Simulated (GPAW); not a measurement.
# C (Fd-3m) in GPAW: notebook

One crystal, C, is run at these levels: PBE, LDA, r2SCAN; tasks: band structure, equation of state.

All numbers are computed with GPAW 26.7.0; they aren't measurements. Logs are shortened: lines on timing, memory, paths and dates and some standing lists are left out, and cuts for length are marked. The log counts tension as positive stress, the text compression.

**What was measured.**

From “Equation of state of cubic boron nitride at high pressures and temperatures”, 2007, arxiv:cond-mat/0702656, for a bulk crystal of C: bulk modulus 442 ± 5 GPa; bulk modulus 444.8 ± 0.8 GPa.

The results are compared with them further down.

**1. Starting point**

Symmetry: Fd-3m, No. 227, cubic system. Conventional cell: a = 3.567 Å, b = 3.567 Å, c = 3.567 Å, α = 90.00°, β = 90.00°, γ = 90.00°. C (site symmetry -43m) has 4 C at 1.54 Å as nearest neighbours.

This isn't the form of C at room conditions, which is graphite.

**2. Band structure, PBE**

Contents of run.py:

```python
from ase.dft.bandgap import bandgap
from ase.io import read, write
from gpaw import GPAW

atoms = read('POSCAR')

calc = GPAW(mode='fd',
            h=0.16,
            xc='PBE',
            kpts={'size': (10, 10, 10), 'gamma': True},
            occupations={'name': 'fermi-dirac', 'width': 0.05},
            nbands=11,
            convergence={'density': 1e-05, 'energy': 1e-05},
            maxiter=150,
            txt='gpaw.txt')
atoms.calc = calc
energy = atoms.get_potential_energy()
forces = atoms.get_forces()
calc.write('gs.gpw')
write('result.traj', atoms)
print(f'Energy: {energy:.6f} eV')
print('Forces (eV/A):')
print(forces.round(4))
print('Fermi level:', round(calc.get_fermi_level(), 4), 'eV')
print(f'Gap: {bandgap(calc)[0]:.4f} eV, direct: {bandgap(calc, direct=True)[0]:.4f} eV')

path = atoms.cell.bandpath('GXWKGLUWLK,UX', npoints=100, eps=1e-4)
bs_calc = calc.fixed_density(kpts=path, symmetry='off', nbands=18,
                             convergence={'bands': 'CBM+6.0', 'eigenstates': 1e-6}, txt='bands.txt')
bs = bs_calc.band_structure()
bs.write('bs.json')
print(f'Gap on the path: {bandgap(bs_calc)[0]:.4f} eV')
```

Contents of POSCAR:

```
C
1.0
    0.0000000000      1.7833700000      1.7833700000
    1.7833700000      0.0000000000      1.7833700000
    1.7833700000      1.7833700000      0.0000000000
C
2
Direct
    0.7500000000      0.7500000000      0.7500000000
    0.5000000000      0.5000000000      0.5000000000
```

Potentials or basis: GPAW PAW data sets (gpaw-data 1.2.1), fd.

Command:

```console
$ OMP_NUM_THREADS=1 python run.py
```

gpaw.txt:

```text
__  _  _
 | _ |_)|_||  |
 |__||  | ||/\| - 26.7.0

Input parameters:
  mode=FD(),
  convergence={'density': 1e-05, 'energy': 1e-05},
  h=0.16,
  kpts=MonkhorstPack(size=(10, 10, 10), gamma=True),
  maxiter=150,
  nbands=11,
  occupations=Occupations(name='fermi-dirac', width=0.05),
  xc=XC(name='PBE')

Diagonalizing LCAO Hamiltonian
Converting LCAO to fd mode

          C
       C

Atoms  # Å, Bohr magnetons
|   | symbol |        x |        y |        z |    initial magnetic moments |
|---|--------|----------|----------|----------|-----------------------------|
| 0 |      C | 2.675055 | 2.675055 | 2.675055 | ( 0.0000,  0.0000,  0.0000) |
| 1 |      C | 1.783370 | 1.783370 | 1.783370 | ( 0.0000,  0.0000,  0.0000) |

Unit cell  # Å
| periodic |        x |        y |        z |  lengths |    angles |
|----------|----------|----------|----------|----------|-----------|
|      yes | 0.000000 | 1.783370 | 1.783370 | 2.522066 | 60.000000 |
|      yes | 1.783370 | 0.000000 | 1.783370 | 2.522066 | 60.000000 |
|      yes | 1.783370 | 1.783370 | 0.000000 | 2.522066 | 60.000000 |

Number of symmetries: 24
Symmetry operations  # r_c * U_cc + t_c -> r_c
|    | kind |            matrix            |
|----|------|------------------------------|
|  0 |  E   |  1, 0, 0,  0, 1, 0,  0, 0, 1 |
|  1 |  σ   |  1, 0, 0,  0, 0, 1,  0, 1, 0 |
|  2 |  σ   |  1, 0,-1,  0, 1,-1,  0, 0,-1 |
|  3 |  C3  |  1, 0,-1,  0, 0,-1,  0, 1,-1 |
|  4 |  C3  |  1,-1, 0,  0,-1, 1,  0,-1, 0 |
|  5 |  σ   |  1,-1, 0,  0,-1, 0,  0,-1, 1 |
|  6 |  σ   |  0, 1, 0,  1, 0, 0,  0, 0, 1 |
|  7 |  C3  |  0, 1, 0,  0, 0, 1,  1, 0, 0 |
|  8 |  C2  |  0, 1,-1,  1, 0,-1,  0, 0,-1 |
|  9 |  S4  |  0, 1,-1,  0, 0,-1,  1, 0,-1 |
| 10 |  C3  |  0, 0, 1,  1, 0, 0,  0, 1, 0 |
| 11 |  σ   |  0, 0, 1,  0, 1, 0,  1, 0, 0 |
| 12 |  S4  |  0, 0,-1,  1, 0,-1,  0, 1,-1 |
| 13 |  C3  |  0, 0,-1,  0, 1,-1,  1, 0,-1 |
| 14 |  S4  |  0,-1, 1,  1,-1, 0,  0,-1, 0 |
| 15 |  C2  |  0,-1, 1,  0,-1, 0,  1,-1, 0 |
| 16 |  C3  |  0,-1, 0,  1,-1, 0,  0,-1, 1 |
| 17 |  S4  |  0,-1, 0,  0,-1, 1,  1,-1, 0 |
| 18 |  S4  | -1, 1, 0, -1, 0, 1, -1, 0, 0 |
| 19 |  C3  | -1, 1, 0, -1, 0, 0, -1, 0, 1 |
| 20 |  C3  | -1, 0, 1, -1, 1, 0, -1, 0, 0 |
| 21 |  S4  | -1, 0, 1, -1, 0, 0, -1, 1, 0 |
| 22 |  σ   | -1, 0, 0, -1, 1, 0, -1, 0, 1 |
| 23 |  C2  | -1, 0, 0, -1, 0, 1, -1, 1, 0 |

BZ-sampling:
  Number of BZ points: 1000
  Number of IBZ points: 47

  Monkhorst-Pack size: [10, 10, 10]
  Monkhorst-Pack shift: [0.05, 0.05, 0.05]

K-points  # in reciprocal-cell coordinates
|     |                                coordinates |     weight |
|-----|--------------------------------------------|------------|
|   0 | (  0.00000000,   0.00000000,   0.00000000) | 0.00100000 |
|   1 | (  0.10000000,   0.10000000,   0.00000000) | 0.00600000 |
|   2 | (  0.10000000,   0.10000000,   0.10000000) | 0.00800000 |
|   3 | (  0.20000000,   0.10000000,   0.10000000) | 0.01200000 |
|   4 | (  0.20000000,   0.20000000,   0.00000000) | 0.00600000 |
|   5 | (  0.20000000,   0.20000000,   0.10000000) | 0.02400000 |
|   6 | (  0.20000000,   0.20000000,   0.20000000) | 0.00800000 |
|   7 | (  0.30000000,   0.20000000,   0.10000000) | 0.02400000 |
|   8 | (  0.30000000,   0.20000000,   0.20000000) | 0.02400000 |
|   9 | (  0.30000000,   0.30000000,   0.00000000) | 0.00600000 |
| ... |                                            |            |
|  46 | (  0.50000000,   0.50000000,   0.50000000) | 0.00400000 |

Uniform wave function grid shape: (np.int64(12), np.int64(12), np.int64(12))
Spin-components: 1 (collinear spins)
Bands:           11
Projectors:      10
Spin-degeneracy: 2
Datatype:        complex128

Parallelization:
  kpt:    1
  domain: 1
  band:   1

Density:
  Valence electrons: 8.0
  Components: 1
  Grid points: [12 12 12]
  Charge: 0.0  # |e|

Potential:
  Grid points: [12 12 12]

species:
  C:
    name:    Carbon
    Z:       6.0
    valence: 4
    core:    2
    charge:  0.0  # [|e|]
    compensation charges:
      type: gauss
      rc: 0.20  # [Å]
      lmax: 2
    cutoffs:
      filter: 1.14  # [Å]
      core: 1.14  # [Å]
    projectors
    | kind |    occ | energy [eV] | rcut [Å] |
    |------|--------|-------------|----------|
    |   2s |  2.000 |     -13.751 |    0.635 |
    |   2p |  2.000 |      -5.284 |    0.635 |
    |    s |        |      13.461 |    0.635 |
    |    p |        |      21.927 |    0.635 |
    |    d |        |       0.000 |    0.635 |

    Using partial waves for C as LCAO basis

Reference energy: -2055.256231  # eV

eigensolver:
  PPCG
  Converge bands: occupied
  niter=2

density mixing:
  MSR1-Mixer
  Pratt-step length: 0.05
  Maximum mixing coefficient: 0.75
  Old densities: 10
  SVD Regularization: 0.005
  Good broyden scale: 1.0
  Trust region scale: 1.0
  Backstep threshold: 4.0
  History deletion threshold: 6.0
  Fourier metric: weight=20.0, sigma=0.015

occupation numbers:
  Fermi-Dirac:
    width: 0.0500  # eV

FastPoissonSolver using
    Stencil: 12*3+1=37 point O(h^6) finite-difference Laplacian
    FFT axes: [np.int64(0), np.int64(1), np.int64(2)]
    FST axes: []

xc functional:
  name: PBE with 2 nearest neighbor stencil
interpolation: tri-quintic # 5. degree polynomial

convergence criteria:
- Maximum integral of absolute [dens]ity change: 1e-05 electrons / valence electron
- Maximum [total energy] change in last 3 cyles: 1e-05 eV / valence electron
- Maximum integral of absolute [eigenst]ate change: 4e-08 eV^2 / valence electron
maximum number of iterations: 150

SCF iterations
|iter     | |      energy | eigst |  dens |
|---------|-|-------------|-------|-------|
|iter:   1| |  -18.658530 | +0.93 |       |
|iter:   2| |  -18.621467 | -0.68 | -0.81 |
|iter:   3| |  -18.175815 | -0.73 | -0.83 |
|iter:   4| |  -18.178513 | -1.81 | -1.50 |
|iter:   5| |  -18.179986 | -3.19 | -2.05 |
|iter:   6| |  -18.180000 | -4.42 | -2.97 |
|iter:   7| |  -18.180004c| -5.69 | -3.57 |
|iter:   8| |  -18.180007c| -6.30 | -3.89 |
|iter:   9| |  -18.180007c| -7.84c| -5.28c|

Converged in 9 steps
Energy contributions relative to reference atoms: (reference = -2055.256231)

Energy contributions:
  Kinetic:          16.666728
  Coulomb:         -16.033500
  Zero:              0.342854
  External:          0.000000
  Xc:              -19.156089
  Entropy:          -0.000000
  Spinorbit:         0.000000
  ----------------------------
  Free energy:     -18.180007
  Extrapolated:    -18.180007

dipole moment: (2.146489, 2.146489, 2.146489)  # |e|*Ang

Fermi level: 13.885
Eigenvalues  # (at kpt = [0.000, 0.000, 0.000])
| band index |      eig [eV] | occ [0-2] |
|------------|---------------|-----------|
|          0 |        -9.417 |     2.000 |
|          1 |        12.044 |     2.000 |
|          2 |        12.044 |     2.000 |
|          3 |        12.051 |     2.000 |
|          4 |        17.638 |     0.000 |
|          5 |        17.638 |     0.000 |
|          6 |        17.647 |     0.000 |
|          7 |        25.400 |     0.000 |
|          8 |        31.369 |     0.000 |
|          9 |        39.545 |     0.000 |
|         10 |        39.580 |     0.000 |

Gap: 4.177 eV
Transition (v -> c):
  (s=0, k=0, n=3, [0.00, 0.00, 0.00]) -> (s=0, k=24, n=4, [0.40, 0.40, 0.00])
Direct/indirect transitions are different
Direct gap: 5.587 eV
Transition at: (s=0, k=0, n=3, [0.00, 0.00, 0.00])

Forces  # eV/Ang
|        x |       y |       z |
|----------|---------|---------|
| -0.00000 | 0.00000 | 0.00000 |  # C    0
| -0.00000 | 0.00000 | 0.00000 |  # C    1

# Writing to gs.gpw (mode='')
```

Wall time 27 s (1 thread of Arm Neoverse V1, shared host); peak memory 0.22 GiB.

What came out:

```yaml
Free_energy: -18.1800 eV
Band_gap_on_the_k_mesh: 4.18 eV, indirect (least direct gap 5.59 eV)
Band_gap_along_the_path: 4.14 eV, indirect (least direct gap 5.59 eV)
```

Levels at the corners of the path, in eV from the valence-band top:
```
point  band 1  band 2  band 3  band 4  band 5  band 6  band 7
    Γ  -21.47   -0.01   -0.01    0.00    5.59    5.59    5.60
    X  -12.76  -12.76   -6.30   -6.30    4.76    4.77   16.78
    W  -11.97  -11.97   -8.32   -8.32   10.62   10.62   12.31
    K  -12.97  -11.73   -9.31   -5.37    5.68   10.75   14.35
    Γ  -21.47   -0.01   -0.01    0.00    5.59    5.59    5.60
    L  -15.69  -13.37   -2.80   -2.80    8.45    8.45    8.85
    U  -12.97  -11.73   -9.31   -5.37    5.68   10.75   14.35
    W  -11.97  -11.97   -8.32   -8.32   10.62   10.62   12.31
    L  -15.69  -13.37   -2.80   -2.80    8.45    8.45    8.85
    K  -12.97  -11.73   -9.31   -5.37    5.68   10.75   14.35
    U  -12.97  -11.73   -9.31   -5.37    5.68   10.75   14.35
    X  -12.76  -12.76   -6.30   -6.30    4.76    4.77   16.78
```

Caveat: the real-space grid adds noise to forces. As with any semilocal functional, this PBE gap is likely too small.

**3. Equation of state, LDA**

Contents of run.py:

```python
from ase.eos import EquationOfState
from ase.io import Trajectory, read
from ase.units import GPa
from gpaw import GPAW, PW

atoms = read('POSCAR')

traj = Trajectory('eos.traj', 'w')
volumes, energies = [], []
for x in [0.94, 0.96, 0.98, 1.0, 1.02, 1.04, 1.06]:
    a = atoms.copy()
    a.set_cell(atoms.cell * x**(1 / 3), scale_atoms=True)
    calc = GPAW(mode=PW(800),
                xc='LDA',
                kpts={'size': (10, 10, 10), 'gamma': True},
                occupations={'name': 'fermi-dirac', 'width': 0.05},
                nbands=11,
                convergence={'density': 1e-05, 'energy': 1e-05},
                maxiter=150,
                txt=f'eos-{x:.2f}.txt')
    a.calc = calc
    energies.append(a.get_potential_energy(force_consistent=True))
    volumes.append(a.get_volume())
    p = -a.get_stress()[:3].mean() / GPa
    calc.write(f'eos-{x:.2f}.gpw')
    traj.write(a)
    print(f'{x:.2f} {volumes[-1]:10.4f} A^3 {energies[-1]:14.6f} eV {p:9.3f} GPa', flush=True)

v0, e0, B = EquationOfState(volumes, energies, eos='birchmurnaghan').fit()
print(f'V0 = {v0:.4f} A^3, E0 = {e0:.6f} eV, B0 = {B / GPa:.2f} GPa')
```

POSCAR is that of step 2.

Potentials or basis: the program's PAW data sets (release 1.2.1) made for this functional, pw.

Command:

```console
$ OMP_NUM_THREADS=1 python run.py
```

Run time: 54 s. Hardware: 1 thread of Arm Neoverse V1, shared host; peak memory 0.18 GiB.

The run converged. Its results:

| Property | Result |
| --- | --- |
| Equilibrium volume | 5.51 Å³/atom |
| Bulk modulus | 468 GPa |
| Pressure derivative of the bulk modulus | 3.7 |

Energy against volume, from the lowest point:
```
volume (Å³/atom)  energy (meV/atom)
           5.332               8.62
           5.445               0.66
           5.558               0.00
           5.672               5.86
           5.785              17.66
           5.899              34.95
           6.012              57.09
```

**4. Equation of state, r2SCAN**

Changes to run.py since step 3:

```diff
@@ -1,3 +1,4 @@
 from ase.eos import EquationOfState
-from ase.io import Trajectory, read
+from ase.io import Trajectory
+from ase.spacegroup import crystal
 from ase.units import GPa
@@ -5,3 +6,8 @@
 
-atoms = read('POSCAR')
+# C 8a
+atoms = crystal(['C'],
+                basis=[[0.25, 0.25, 0.25]],
+                spacegroup=227, setting=1,  # Fd-3m
+                cellpar=[3.56674, 3.56674, 3.56674, 90.0, 90.0, 90.0],
+                primitive_cell=True)
 
@@ -13,3 +19,3 @@
     calc = GPAW(mode=PW(800),
-                xc='LDA',
+                xc='MGGA_X_R2SCAN+MGGA_C_R2SCAN',
                 kpts={'size': (10, 10, 10), 'gamma': True},
```

Potentials or basis: GPAW PAW data sets (gpaw-data 1.2.1), pw.

Command:

```console
$ OMP_NUM_THREADS=1 python run.py
```

What it wrote:

```text
__  _  _
 | _ |_)|_||  |
 |__||  | ||/\| - 26.7.0

Input parameters:
  mode=PW(ecut=800.0),
  convergence={'density': 1e-05, 'energy': 1e-05},
  kpts=MonkhorstPack(size=(10, 10, 10), gamma=True),
  maxiter=150,
  nbands=11,
  occupations=Occupations(name='fermi-dirac', width=0.05),
  xc=XC(name='MGGA_X_R2SCAN+MGGA_C_R2SCAN')

Diagonalizing LCAO Hamiltonian
Converting LCAO to pw mode

          C
       C

Atoms  # Å, Bohr magnetons
|   | symbol |        x |        y |        z |    initial magnetic moments |
|---|--------|----------|----------|----------|-----------------------------|
| 0 |      C | 0.873482 | 0.873482 | 0.873482 | ( 0.0000,  0.0000,  0.0000) |
| 1 |      C | 0.000000 | 0.000000 | 0.000000 | ( 0.0000,  0.0000,  0.0000) |

Unit cell  # Å
| periodic |        x |        y |        z |  lengths |    angles |
|----------|----------|----------|----------|----------|-----------|
|      yes | 0.000000 | 1.746964 | 1.746964 | 2.470581 | 60.000000 |
|      yes | 1.746964 | 0.000000 | 1.746964 | 2.470581 | 60.000000 |
[... 148 lines left out ...]

Converged in 8 steps
Energy contributions relative to reference atoms: (reference = -2055.256231)

Energy contributions:
  Kinetic:          20.919751
  Coulomb:         -18.467704
  Zero:              0.029910
  External:          0.000000
  Xc:              -22.114883
  Entropy:          -0.000000
  Spinorbit:         0.000000
  ----------------------------
  Free energy:     -19.632925
  Extrapolated:    -19.632925

dipole moment: (-8.795302, -8.795302, -8.795302)  # |e|*Ang

Fermi level: 13.991
Eigenvalues  # (at kpt = [0.000, 0.000, 0.000])
| band index |      eig [eV] | occ [0-2] |
|------------|---------------|-----------|
|          0 |       -10.449 |     2.000 |
|          1 |        13.100 |     2.000 |
|          2 |        13.100 |     2.000 |
|          3 |        13.100 |     2.000 |
|          4 |        19.145 |     0.000 |
|          5 |        19.145 |     0.000 |
|          6 |        19.145 |     0.000 |
|          7 |        28.467 |     0.000 |
|          8 |        34.405 |     0.000 |
|          9 |        41.219 |     0.000 |
|         10 |        41.518 |     0.000 |

Gap: 4.528 eV
Transition (v -> c):
  (s=0, k=0, n=3, [0.00, 0.00, 0.00]) -> (s=0, k=24, n=4, [0.40, 0.40, 0.00])
Direct/indirect transitions are different
Direct gap: 6.045 eV
Transition at: (s=0, k=0, n=3, [0.00, 0.00, 0.00])

Stress tensor  # eV/Ang^3
|         x |         y |         z |
|-----------|-----------|-----------|
| -0.172183 | -0.000000 |  0.000000 |
| -0.000000 | -0.172183 |  0.000000 |
|  0.000000 |  0.000000 | -0.172183 |

# Writing to eos-0.94.gpw (mode='')
```

It took 2.6 min on 1 thread of Arm Neoverse V1, shared host; peak memory 0.28 GiB.

Results:

```
Equilibrium volume : 5.64 Å³/atom (rough: see the caveat)
Bulk modulus       : 451 GPa (rough)
```

Energy against volume, from the lowest point:
| volume (Å³/atom) | energy (meV/atom) |
| --- | --- |
| 5.332 | 26.49 |
| 5.445 | 10.29 |
| 5.558 | 1.72 |
| 5.672 | 0.00 |
| 5.785 | 4.56 |
| 5.899 | 14.88 |
| 6.012 | 30.34 |

Caveat: the points scatter about the fit; the PAW data sets were made with another functional, which shifts forces and pressure a little.

(Continued in part 2 of 2.)
